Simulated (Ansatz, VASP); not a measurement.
Ag in VASP and in Ansatz

The input INCAR:

```
ALGO = Normal ; EDIFF = 1E-7
ENCUT = 520 ; GGA = CA
ISIF = 2 ; ISMEAR = -1
LASPH = T ; LCHARG = F
LREAL = F ; LWAVE = F
NBANDS = 18 ; NELM = 60
PREC = Accurate ; SIGMA = 0.05
```

KPOINTS

```
k-points
0
Gamma
  13 13 13
```

File POSCAR:

```
Ag
1.0
    0.0000000000      2.6327581921      2.6327581921
    2.6327581921      0.0000000000      2.6327581921
    2.6327581921      2.6327581921      0.0000000000
Ag
2
Direct
   -0.1250000000     -0.1250000000     -0.1250000000
    0.1250000000      0.1250000000      0.1250000000
```

Input for Ansatz:

```yaml
crystal:
  lattice:
    - [0.0, 2.6327581921, 2.6327581921]
    - [2.6327581921, 0.0, 2.6327581921]
    - [2.6327581921, 2.6327581921, 0.0]
  atoms:
    - { symbol: Ag, position: [-0.125, -0.125, -0.125] }
    - { symbol: Ag, position: [0.125, 0.125, 0.125] }
kpoints:
  mp_grid: { grid: [13, 13, 13] }
scf:
  occupations: { method: fermi_dirac, width: 0.05 }
hamiltonian:
  xc: lda
  pseudopotentials: { kind: paw }
output:
  forces: true
  stress: true
  eigenvalues: true
  populations: true
  write_density: true
  write_potential: true
  elf: true
  volumetric_format: npy
```

Change from the starting cell: volume scaled by 0.7, PAW files.

Alike in both runs: task single point; functional LDA; k mesh 13 × 13 × 13; occupations fermi-dirac, width 0.05 eV; no spin polarisation.

```csv
,VASP,Ansatz
version,VASP 6.6.1,Ansatz 0.2.0
potentials or method,"VASP PAW LDA potentials, release 64 (Ag)","PAW with Ansatz's default frozen-core files, scalar-relativistic"
plane-wave cutoff (eV),520,420
valence electrons in the cell,22,38
```

|  | VASP | Ansatz | Ansatz less VASP |
| --- | --- | --- | --- |
| pressure (GPa) | 48.2 | 48.9 | +0.72 |

The two sets of potentials don't hold the same shells in valence.

Caveats: so large a pressure means that the cell lies far from this level's equilibrium, or that cutoff or potentials fall short (VASP).
